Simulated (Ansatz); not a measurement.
**Ag: a single-point run**

Aim: a sound single-point run of Ag. The structure is shown as the input types it.

Method: DFT, LDA, all-electron LAPW, scalar-relativistic, in Ansatz 0.2.0.

## 1. The starting structure

The structure is hexagonal, space group P6_3/mmc (No. 194). The conventional cell has a = 2.890 Å, b = 2.890 Å, c = 4.725 Å, α = 90.00°, β = 90.00°, γ = 120.00°. Around Ag (site symmetry -6m2) lie 12 Ag at 2.89 Å.

Coordinates:

```
CELL_PARAMETERS angstrom
2.89040 0.00000 0.00000
-1.44520 2.50316 0.00000
0.00000 0.00000 4.72526
ATOMIC_POSITIONS crystal
Ag 0.33333 0.66667 0.25000
Ag 0.66667 0.33333 0.75000
```

## 2. Input and run

input.yaml reads:

```yaml
crystal:
  lattice:
    - [2.8903986575, 0.0, 0.0]
    - [-1.4451993287, 2.5031586645, 0.0]
    - [0.0, 0.0, 4.7252623344]
  atoms:
    - { symbol: Ag, position: [0.3333333333, 0.6666666667, 0.25] }
    - { symbol: Ag, position: [0.6666666667, 0.3333333333, 0.75] }
kpoints:
  mp_grid: { grid: [14, 14, 8] }
scf:
  occupations: { method: fermi_dirac, width: 0.3 }
  n_extra_bands: 0
  max_iter: 75
hamiltonian:
  xc: lda
  pseudopotentials: { kind: all_electron, lapw: { basis_error: 0.00025 } }
output:
  forces: true
  stress: true
  eigenvalues: true
```

On the command line:

```console
$ ansatz run input.yaml --threads 1 --pin off --max-ram 2048MiB --backend cpu --events-out ev --progress --plain --runs-dir out
```

Q: Will this input give a usable result? If not, why, and what should change?

The run ended at the input check. It says: «inconsistent input (scf.n_extra_bands, scf.occupations.method): n_bands = 29 leaves no empty band above the 29 bands per channel that the deck's 58 electrons occupy ...»

The suspect setting: scf.occupations.width is 0.3; scf.n_extra_bands is 0. There are no spare bands for the search of the Fermi level.

What to do: delete scf.n_extra_bands (the default then holds) and set scf.occupations.width to 0.05.
